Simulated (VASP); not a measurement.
Here is the system:

```xyz
6
Lattice="4.5324 0.0000 0.0000 0.0000 4.5324 0.0000 0.0000 0.0000 2.9992" Properties=species:S:1:pos:R:3 pbc="T T T"
Mg     0.0000     0.0000     0.0000
Mg     2.2662     2.2662     1.4996
F      1.3722     1.3722     0.0000
F      3.6384     0.8940     1.4996
F      0.8940     3.6384     1.4996
F      3.1601     3.1601     0.0000
```

Method: LDA (Ceperley-Alder, Perdew-Zunger), VASP's LDA PAW potentials (set 64) (plane waves; VASP). Numerical set-up: 520 eV cut-off, 5×5×7 Γ-centred mesh, Gaussian smearing of 0.010 eV, potentials Mg F.

Q: Give the electronic dielectric tensor ε∞ (DFPT, local fields included).

A: 
```
2.01  0.00  0.00
0.00  2.01  0.00
0.00  0.00  2.04
```

Q: Give the Born effective charges.

A: 
```
atom   Z*xx   Z*yy   Z*zz   mean
----  -----  -----  -----  -----
Mg1    1.95   1.95   2.04   1.98
Mg2    1.95   1.95   2.04   1.98
F3    -0.97  -0.97  -1.02  -0.99
F4    -0.97  -0.97  -1.02  -0.99
F5    -0.97  -0.97  -1.02  -0.99
F6    -0.97  -0.97  -1.02  -0.99
```

Q: And the static tensor with the ions free?

A: 
```
5.33  0.00  0.00
0.00  5.33  0.00
0.00  0.00  4.34
```

Q: Which frequencies do the optical Γ-point modes have (no LO-TO splitting)?

A: 71, 205, 239 (×2), 293, 316 (×2), 437 (×2), 441, 443, 466, 502 (×2), 541 cm⁻¹.

The compound is MgF2 in the rutile structure. It was relaxed first, which changed the volume by -5 %.
